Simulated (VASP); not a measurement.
Wanted: the native input for a VASP 6.6.1 run.

```
Task                               : band structure
Functional                         : HSE06
Potentials or basis                : VASP PAW PBE potentials, release 64 (Ga_d, Sb)
Cutoff                             : 520 eV
k mesh                             : 4 × 4 × 4
Occupations                        : gaussian, width 0.03 eV
Spin                               : spin-orbit coupling, no magnetisation
Grid for exact exchange (PRECFOCK) : Fast
Screening parameter                : 0.2 1/A
Further INCAR settings             : ALGO = Normal; EDIFF = 1e-07; NBANDS = 32
```

GaSb:

```xyz
2
Lattice="0.0000 3.0574 3.0574 3.0574 0.0000 3.0574 3.0574 3.0574 0.0000" Properties=species:S:1:pos:R:3 pbc="T T T"
Ga    3.0574    3.0574    0.0000
Sb    1.5287    1.5287    1.5287
```

One way to write it, as run:

POSCAR

```
GaSb                                    
1.0
    0.0000000000      3.0573977452      3.0573977452
    3.0573977452      0.0000000000      3.0573977452
    3.0573977452      3.0573977452      0.0000000000
  Ga              Sb            
     1     1
Direct
     0.0000000000000000    0.0000000000000000    1.0000000000000000
     0.2500000000000000    0.2500000000000000    0.2500000000000000
```

INCAR.step1

```
SYSTEM = GaSb
PREC     = Accurate       ! precision mode
ENCUT    = 520            ! plane-wave cutoff, eV
EDIFF    = 1E-5           ! SCF threshold, eV
ISMEAR   = 0              ! smearing method
SIGMA    = 0.03           ! smearing width, eV
LREAL    = .False.        ! projectors in reciprocal space
LASPH    = .True.         ! aspherical terms in the spheres
NELM     = 80             ! most SCF steps
ALGO     = Normal         ! electronic algorithm
ISIF     = 2              ! what is computed and relaxed
LWAVE    = .True.         ! write WAVECAR
LCHARG   = .False.        ! write CHGCAR
LNONCOLLINEAR= .True.         ! non-collinear magnetism
MAGMOM   = 0 0 0 0 0 0    ! initial moments
LORBIT   = 11             ! projections on sites
LSORBIT  = .True.         ! spin-orbit coupling
GGA_COMPAT= .False.      
NBANDS   = 32             ! bands
KPAR     = 2            
GGA      = PE             ! functional
```

INCAR.step2

```
SYSTEM = GaSb
PREC     = Accurate       ! precision mode
ENCUT    = 520            ! plane-wave cutoff, eV
EDIFF    = 1E-7           ! SCF threshold, eV
ISMEAR   = 0              ! smearing method
SIGMA    = 0.03           ! smearing width, eV
LREAL    = .False.        ! projectors in reciprocal space
LASPH    = .True.         ! aspherical terms in the spheres
NELM     = 80             ! most SCF steps
ALGO     = Normal         ! electronic algorithm
ISIF     = 2              ! what is computed and relaxed
LWAVE    = .False.        ! write WAVECAR
LCHARG   = .False.        ! write CHGCAR
LNONCOLLINEAR= .True.         ! non-collinear magnetism
MAGMOM   = 0 0 0 0 0 0    ! initial moments
LORBIT   = 11             ! projections on sites
LSORBIT  = .True.         ! spin-orbit coupling
GGA_COMPAT= .False.      
GGA      = PE             ! functional
LHFCALC  = .True.         ! exact exchange
HFSCREEN = 0.2            ! screening, 1/A
PRECFOCK = Fast         
NBANDS   = 32             ! bands
KPAR     = 2            
ISTART   = 1
```

KPOINTS

```
Automatic mesh
0
Gamma
  4 4 4
  0 0 0
```

KPOINTS_OPT

```
explicit points
9
Reciprocal
 0.0000000000  0.0000000000  0.0000000000 1
 0.3750000000  0.3750000000  0.7500000000 1
 0.5000000000  0.5000000000  0.5000000000 1
 0.6250000000  0.2500000000  0.6250000000 1
 0.5000000000  0.2500000000  0.7500000000 1
 0.5000000000  0.0000000000  0.5000000000 1
 0.4000000000  0.0000000000  0.4000000000 1
 0.4250000000  0.0000000000  0.4250000000 1
 0.4500000000  0.0000000000  0.4500000000 1
```

Potentials or basis: VASP PAW PBE potentials, release 64 (Ga_d, Sb).

Run with:

```console
$ cat potpaw_PBE.64/Ga_d/POTCAR potpaw_PBE.64/Sb/POTCAR > POTCAR
$ cp INCAR.step1 INCAR
$ mpirun -np 2 vasp_ncl > vasp.out
$ cp INCAR.step2 INCAR
$ mpirun -np 2 vasp_ncl > vasp.out
```

Results of the run:

```json
{"Pressure": "0.4 GPa", "Valence electrons inside the program's atomic spheres": "Ga 11.60; Sb 2.74"}
```

Caveat: the k mesh is coarse (spacing up to 0.44 Å⁻¹), so the values aren't converged, least of all with exact exchange; the PAW data sets were made with another functional, which shifts forces and pressure a little.

Wall time 21 min on 2 MPI ranks on Intel(R) Xeon(R) 6975P-C (Granite Rapids), with other jobs on the host, peak memory 0.44 GiB a rank.
